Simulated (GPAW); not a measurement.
A run of GPAW 26.7.0 is set up as follows.

File run.py:

```python
from ase import Atoms
from ase.eos import EquationOfState
from ase.io import Trajectory
from ase.units import GPa
from ase.parallel import parprint
from gpaw import GPAW, PW

atoms = Atoms(['C', 'C', 'C', 'C'],
              cell=[[2.456227506, 0.0, 0.0],
                    [-1.228113753, 2.1271554177, 0.0],
                    [0.0, 0.0, 24.1339601687]],
              scaled_positions=[[0.6666666667, 0.3333333333, 0.57047544],
                                [0.3333333333, 0.6666666667, 0.42952456],
                                [0.0, 0.0, 0.42953123],
                                [0.0, 0.0, 0.57046877]],
              pbc=True)

traj = Trajectory('eos.traj', 'w')
volumes, energies = [], []
for x in [0.94, 0.96, 0.98, 1.0, 1.02, 1.04, 1.06]:
    a = atoms.copy()
    a.set_cell(atoms.cell * x**(1 / 3), scale_atoms=True)
    calc = GPAW(mode=PW(800),
                xc='MGGA_X_R2SCAN+MGGA_C_R2SCAN',
                kpts={'size': (10, 10, 1), 'gamma': True},
                occupations={'name': 'fermi-dirac', 'width': 0.05},
                nbands=18,
                convergence={'density': 1e-05, 'energy': 1e-05},
                maxiter=150,
                txt=f'eos-{x:.2f}.txt')
    a.calc = calc
    energies.append(a.get_potential_energy(force_consistent=True))
    volumes.append(a.get_volume())
    p = -a.get_stress()[:3].mean() / GPa
    calc.write(f'eos-{x:.2f}.gpw')
    traj.write(a)
    parprint(f'{x:.2f} {volumes[-1]:10.4f} A^3 {energies[-1]:14.6f} eV {p:9.3f} GPa', flush=True)

v0, e0, B = EquationOfState(volumes, energies, eos='birchmurnaghan').fit()
parprint(f'V0 = {v0:.4f} A^3, E0 = {e0:.6f} eV, B0 = {B / GPa:.2f} GPa')
```

Potentials or basis: GPAW PAW data sets (gpaw-data 1.2.1), pw.

The run is started by

```console
$ OMP_NUM_THREADS=1 mpirun -n 4 gpaw python run.py
```

**Question.** Estimate the equilibrium volume.

**Answer.** 31.55 Å³/atom (rough: see the caveat).

**Question.** Predict the bulk modulus at fixed shape and positions.

**Answer.** 80 GPa (rough).

Energy against volume, from the lowest point:
```
volume (Å³/atom)  energy (meV/atom)
          29.632              31.86
          30.263              13.93
          30.893               3.54
          31.524               0.00
          32.154               2.86
          32.785              11.43
          33.415              25.31
```

Caveat: the points scatter about the fit; the cell was scaled at fixed shape and fractional positions, which overstates the stiffness of a crystal with free parameters, most of all of layers and chains; the PAW data sets were made with another functional, which shifts forces and pressure a little.
